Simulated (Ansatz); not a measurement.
**A Cl vacancy in rocksalt AgCl, 63 atoms, charge +1**

Aim: the barrier for an atom's jump, from a relaxed start and a climbing-image band; single points by other levels frame it (PBEsol and HSE06).

Method: density functional theory in Ansatz 0.2.0, PAW datasets, plane waves.

### Step 1. The starting cell

63 atoms (31 Cl, 32 Ag); a = 10.895 Å, b = 10.895 Å, c = 10.895 Å, α = 90.00°, β = 90.00°, γ = 90.00°. All atoms were shaken off their sites by about 0.02 Å along each axis. Defect site 1: (0.250, 0.500, 0.500).

Plan of the steps: (2) PBEsol relaxation at the single k point (¼, ¼, ¼), on 1 × NVIDIA GB200 with 8 threads of Arm Neoverse-V2; (3) HSE06 single point at the single k point (¼, ¼, ¼), on 1 × NVIDIA GB200 with 8 threads of Arm Neoverse-V2; (4) PBEsol band at the single k point (¼, ¼, ¼), on 1 × NVIDIA GB200 with 8 threads of Arm Neoverse-V2; (5) HSE06 single point at the single k point (¼, ¼, ¼), on 1 × NVIDIA GB200 with 8 threads of Arm Neoverse-V2.

### Step 2. Relaxation of the positions (PBEsol)

in.yaml

```yaml
crystal:
  lattice:
    - [10.895498, 0.000000, 0.000000]
    - [0.000000, 10.895498, 0.000000]
    - [0.000000, 0.000000, 10.895498]
  atoms:
    - { symbol: Cl, position: [0.248715, 0.999983, 0.999702] }
    - { symbol: Cl, position: [0.249228, 0.999001, 0.499290] }
    - { symbol: Cl, position: [0.249191, 0.499208, 0.000285] }
    - { symbol: Cl, position: [0.753027, 0.999384, 0.998112] }
    - { symbol: Cl, position: [0.750311, 0.000597, 0.497890] }
    - { symbol: Cl, position: [0.752768, 0.501338, 0.998882] }
    - { symbol: Cl, position: [0.748081, 0.504601, 0.499884] }
    - { symbol: Cl, position: [0.998205, 0.249132, 0.999228] }
    - { symbol: Cl, position: [0.999169, 0.249835, 0.496437] }
    - { symbol: Cl, position: [0.997676, 0.753376, 0.001082] }
    - { symbol: Cl, position: [0.000033, 0.749810, 0.495319] }
    - { symbol: Cl, position: [0.501623, 0.248099, 0.001317] }
    - { symbol: Cl, position: [0.500130, 0.245458, 0.501582] }
    - { symbol: Cl, position: [0.497927, 0.746612, 0.000457] }
    - { symbol: Cl, position: [0.502241, 0.752579, 0.500136] }
    - { symbol: Cl, position: [0.000192, 0.000810, 0.250139] }
    - { symbol: Cl, position: [0.002657, 0.998764, 0.749628] }
    - { symbol: Cl, position: [0.999161, 0.498755, 0.249089] }
    - { symbol: Cl, position: [0.002278, 0.500769, 0.752495] }
    - { symbol: Cl, position: [0.502351, 0.998622, 0.249831] }
    - { symbol: Cl, position: [0.500649, 0.997931, 0.750017] }
    - { symbol: Cl, position: [0.497933, 0.500974, 0.249944] }
    - { symbol: Cl, position: [0.504317, 0.495530, 0.751073] }
    - { symbol: Cl, position: [0.250024, 0.249432, 0.251873] }
    - { symbol: Cl, position: [0.248274, 0.249264, 0.750765] }
    - { symbol: Cl, position: [0.247749, 0.750928, 0.249454] }
    - { symbol: Cl, position: [0.247877, 0.748259, 0.753186] }
    - { symbol: Cl, position: [0.751818, 0.249120, 0.247125] }
    - { symbol: Cl, position: [0.750145, 0.250118, 0.752061] }
    - { symbol: Cl, position: [0.749108, 0.747284, 0.251356] }
    - { symbol: Cl, position: [0.751772, 0.749930, 0.749439] }
    - { symbol: Ag, position: [0.999528, 0.001046, 0.999269] }
    - { symbol: Ag, position: [0.997628, 0.002913, 0.500586] }
    - { symbol: Ag, position: [0.001107, 0.500303, 0.002722] }
    - { symbol: Ag, position: [0.000527, 0.500890, 0.500272] }
    - { symbol: Ag, position: [0.496758, 0.002165, 0.000561] }
    - { symbol: Ag, position: [0.501308, 0.000894, 0.500060] }
    - { symbol: Ag, position: [0.500673, 0.501820, 0.999427] }
    - { symbol: Ag, position: [0.500303, 0.498206, 0.499543] }
    - { symbol: Ag, position: [0.249472, 0.249948, 0.997291] }
    - { symbol: Ag, position: [0.248759, 0.251588, 0.499063] }
    - { symbol: Ag, position: [0.248209, 0.746766, 0.999329] }
    - { symbol: Ag, position: [0.249543, 0.748689, 0.501301] }
    - { symbol: Ag, position: [0.750886, 0.247601, 0.001126] }
    - { symbol: Ag, position: [0.747835, 0.252507, 0.500053] }
    - { symbol: Ag, position: [0.751769, 0.747088, 0.000845] }
    - { symbol: Ag, position: [0.749214, 0.751814, 0.502732] }
    - { symbol: Ag, position: [0.251821, 0.001763, 0.250932] }
    - { symbol: Ag, position: [0.248259, 0.996575, 0.750497] }
    - { symbol: Ag, position: [0.248937, 0.497383, 0.249755] }
    - { symbol: Ag, position: [0.251319, 0.498709, 0.750149] }
    - { symbol: Ag, position: [0.747519, 0.999156, 0.248904] }
    - { symbol: Ag, position: [0.750984, 0.000785, 0.750266] }
    - { symbol: Ag, position: [0.750262, 0.500689, 0.248924] }
    - { symbol: Ag, position: [0.751204, 0.501157, 0.751337] }
    - { symbol: Ag, position: [0.999745, 0.252109, 0.253769] }
    - { symbol: Ag, position: [0.999152, 0.251494, 0.750007] }
    - { symbol: Ag, position: [0.999607, 0.747181, 0.251627] }
    - { symbol: Ag, position: [0.997095, 0.746710, 0.750824] }
    - { symbol: Ag, position: [0.498576, 0.251958, 0.248260] }
    - { symbol: Ag, position: [0.502984, 0.248730, 0.748771] }
    - { symbol: Ag, position: [0.500652, 0.751392, 0.250735] }
    - { symbol: Ag, position: [0.501815, 0.751038, 0.749877] }
  symmetry: { detect: false }
kpoints:
  mp_grid: { grid: [1, 1, 1], shift: [0.25, 0.25, 0.25] }
hamiltonian:
  xc: pbesol
total_charge: 1
scf:
  occupations: { method: fermi_dirac, width: 0.01 }
relax:
  f_tol: 0.03
  max_steps: 80
  escape_saddle: false
  adjacent_minimum: "off"
output:
  forces: true
  eigenvalues: true
  populations: true
  charged_corrections: { epsilon: 11.1 }
```

Launch:

```bash
ansatz run in.yaml --threads 8 --pin off --max-ram 118750MiB --runs-dir r --events-out ev --progress --plain --backend cuda --devices 0, --max-vram 170GiB
```

Further steps of the session: Single point with HSE06; Nudged elastic band for the jump; HSE06 on the same atoms.

**Question.** What will these runs give? Wanted: for each run, top filled to lowest empty.

The runs gave:

```
                   level         time  top filled to lowest empty (eV)
      PBEsol, relaxation  5.6 s (GPU)                             1.52
                   HSE06   28 s (GPU)                             2.99
HSE06, at the band's top   28 s (GPU)                             2.66
```

```
                   quantity                             value
                 relaxation  5 recorded steps, 0.40 eV gained
              largest shift                     0.39 Å (Cl25)
barrier forwards, backwards                     0.33, 0.08 eV
                       jump                      Cl by 3.15 Å
            band iterations                                64
    top less start by HSE06                           0.91 eV
```

Relaxation gains 0.40 eV, with shifts up to 0.39 Å (Cl25). The PBEsol barrier is 0.33 eV forwards and 0.08 eV back, about 13 times kT at 300 K, without charge corrections. The cell's size and k points aren't converged for it. The top is a first-order saddle. On the same two geometries HSE06 gives 0.91 eV. At the same k points, PBEsol gives a spacing 1.48 eV smaller than the 2.99 eV of HSE06. In a defect cell this spacing can involve defect levels, so it need not be the gap.
